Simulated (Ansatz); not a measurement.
KF in Ansatz: convergence with xc grid

Crystal: KF.

```
CELL_PARAMETERS angstrom
3.25895 0.00000 0.00000
0.00000 3.25895 0.00000
0.00000 0.00000 3.25895
ATOMIC_POSITIONS crystal
K 0.00000 0.00000 0.00000
F 0.50000 0.50000 0.50000
```

The cell comes from a database or a generator and needn't be the stable form of this composition.

```yaml
Program: Ansatz 0.2.0
Task: convergence study
Functional: PBE
Potentials_or_basis: all-electron LAPW, scalar-relativistic
Cutoff: 186 eV (chosen from the basis error)
Basis_error_allowed: 0.001 eV/atom
k_mesh: 8 × 8 × 8
Occupations: fermi-dirac, width 0.05 eV
Spin: no spin polarisation
```

These are the settings of the first run; the series varies xc grid, with any setting tied to it.

Hardware: 1 thread of Intel(R) Xeon(R) Processor @ 2.50GHz (Skylake/Cascade Lake), with other jobs on the host.

```
xc grid  energy less the tightest run, at zero smearing (meV/atom)  SCF cycles  CPU time (s)  peak memory (GiB)
      1                                                       0.00           8           8.6               0.27
      2                                                       0.00           8           8.3               0.28
      3                                                       0.00           8           8.7               0.28
      4                                                       0.00           8           8.5               0.27
```

Against the tightest run, the energy stays within 1 meV/atom from 1 on. The tightest run that finished is the yardstick and may itself not be fully converged.
